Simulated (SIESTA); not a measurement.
Crystal: C.

```
C
1.0
     2.52210    0.00000    0.00000
    -1.26105    2.18420    0.00000
     0.00000    0.00000    8.23710
C
8
Cartesian
  1.2611 0.7281 6.9501
  0.0000 1.4561 2.8315
  1.2611 0.7281 5.4056
  0.0000 1.4561 1.2870
  0.0000 0.0000 7.4649
  0.0000 0.0000 3.3463
  0.0000 0.0000 4.8908
  0.0000 0.0000 0.7722
```

This is a hexagonal form of diamond, not graphite.

Base run:

- Program: SIESTA 5.4.2
- Functional: PBE
- Potentials or basis: PseudoDojo 0.4 standard (PBE files)
- Basis: DZP (energy shift 0.003 Ry)
- Grid cutoff: 500 Ry
- Energy shift: 0.003 Ry
- k mesh: 12 × 12 × 4
- Occupations: fermi-dirac, width 0.05 eV
- Spin: no spin polarisation

Its results: band gap on the k mesh 4.56 eV, indirect (least direct gap 5.28 eV); pressure 10.8 GPa; largest force 0.331 eV/Å.

The run is repeated on the same cell with these changes: functional from PBE to BLYP. What comes out?

Band gap on the k mesh 4.81 eV, indirect (least direct gap 5.40 eV); pressure 25.3 GPa; largest force 0.332 eV/Å.

BLYP binds less tightly than PBE, so the same cell stands under more pressure.

Caveats: the basis of atomic orbitals isn't converged, which shifts pressures, moduli and gaps; so large a pressure means that the cell lies far from this level's equilibrium, or that cutoff or potentials fall short (some runs); the potentials were made for another functional, which shifts forces and pressure (some runs).

Not every run made on this cell is shown here.
